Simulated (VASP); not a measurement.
The system is Ba.

```
Ba
1.0
    -2.50650    2.50650    2.50650
     2.50650   -2.50650    2.50650
     2.50650    2.50650   -2.50650
Ba
1
Cartesian
  0.0000 0.0000 0.0000
```

```yaml
Program: VASP 6.6.1
Task: single point
Functional: PBE
Potentials_or_basis: VASP PAW PBE potentials, release 64 (Ba_sv)
Cutoff: 520 eV
k_mesh: 8 × 8 × 8
Occupations: fermi-dirac, width 0.05 eV
Spin: no spin polarisation
```

On this cell: pressure 0.0 GPa; band gap on the k mesh none (metal or under the smearing width).

The same run follows on a disturbed copy (cell strained at random at fixed volume):

```
Ba
1.0
    -2.47176    2.47765    2.44851
     2.56531   -2.52802    2.59244
     2.45066    2.50692   -2.49889
Ba
1
Direct
  0.99892 0.00475 0.98853
```

Q: What changes?

A: The energy (extrapolated to zero smearing) moves by +4.1 meV/atom; pressure 0.0 GPa; band gap on the k mesh none (metal or under the smearing width).

Stress tensor (GPa, compression positive):
```
 0.04  0.07 -0.41
 0.07  0.09  0.21
-0.41  0.21  0.01
```
